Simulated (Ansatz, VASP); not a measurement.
This is a calculation of SnO2 (Cassiterite) for VASP 6.6.1.

File INCAR:

```
SYSTEM = SnO2
PREC = Accurate ; ENCUT = 600
EDIFF = 1E-7 ; ISMEAR = -1
SIGMA = 0.05 ; LREAL = .False.
LASPH = .True. ; NELM = 60
ALGO = Fast ; ISIF = 3
LWAVE = .False. ; LCHARG = .False.
GGA = B5 ; ALDAX = 1.0
AGGAX = 1.0 ; AGGAC = 1.0
ALDAC = 0.0 ; IVDW = 12
VDW_S6 = 1.0 ; VDW_S8 = 2.6996
VDW_A1 = 0.4298 ; VDW_A2 = 4.2359
IBRION = 2 ; NSW = 60
EDIFFG = -0.005
```

File KPOINTS:

```
regular mesh
0
Gamma
  6 6 8
  0 0 0
```

POSCAR

```
SnO2
1.0
    4.7380000000      0.0000000000      0.0000000000
    0.0000000000      4.7380000000      0.0000000000
    0.0000000000      0.0000000000      3.1865000000
Sn O
2 4
Direct
    0.5000000000      0.5000000000      0.5000000000
    0.0000000000      0.0000000000      0.0000000000
    0.8071000000      0.1929000000      0.5000000000
    0.6929000000      0.6929000000      0.0000000000
    0.1929000000      0.8071000000      0.5000000000
    0.3071000000      0.3071000000      0.0000000000
```

Potentials or basis: VASP PAW PBE potentials, release 64 (Sn_d, O).

The run is started by

```sh
$ cat potpaw_PBE.64/Sn_d/POTCAR potpaw_PBE.64/O/POTCAR > POTCAR
$ mpirun -np 1 vasp_std > vasp.out
```

Question: Set up the same calculation for Ansatz 0.2.0. Potentials there: Ansatz PAW.

Answer: As run (the cutoff follows the program's own potentials):

The input input.yaml:

```yaml
crystal:
  lattice:
    - [4.738, 0.0, 0.0]
    - [0.0, 4.738, 0.0]
    - [0.0, 0.0, 3.1865]
  atoms:
    - { symbol: Sn, position: [0.5, 0.5, 0.5] }
    - { symbol: Sn, position: [0.0, 0.0, 0.0] }
    - { symbol: O, position: [0.8071, 0.1929, 0.5] }
    - { symbol: O, position: [0.6929, 0.6929, 0.0] }
    - { symbol: O, position: [0.1929, 0.8071, 0.5] }
    - { symbol: O, position: [0.3071, 0.3071, 0.0] }
hamiltonian:
  xc: blyp
  pseudopotentials: { kind: paw }
  dispersion: d3bj
kpoints:
  mp_grid: { grid: [6, 6, 8] }
scf:
  occupations: { method: fermi_dirac, width: 0.05 }
output:
  forces: true
  stress: true
relax:
  f_tol: 0.01
  max_steps: 40
  cell: { stress_tol: 0.05 }
```

Potentials or basis: Ansatz PAW.

Launch:

```bash
$ ansatz run input.yaml --threads 2 --pin off --max-ram 5632MiB --backend cpu --events-out ev --progress --plain --runs-dir out
```

Both were run:

|  | VASP | Ansatz | Ansatz less VASP |
| --- | --- | --- | --- |
| relaxed volume (Å³/atom) | 12.53 | 12.48 | -0.058 |
| relaxed cell length with the largest relative difference (Å) | 3.255 | 3.248 | -0.0071 |
| energy change over the relaxation (meV/atom) | -22 | -18 | +3.9 |

Caveats: the PAW data sets were made with another functional, which shifts forces and pressure a little (VASP); the plane-wave basis is chosen anew once the cell has moved, so the energies of steps on either side of that aren't comparable (Ansatz); the pressure holds a Pulay correction of +1.0 GPa for the finite cutoff (Ansatz); the PAW data sets come from PBE, with cores solved anew for the run's functional, which leaves a small shift of forces and pressure (Ansatz). Zero-point motion and thermal expansion aren't in these numbers.
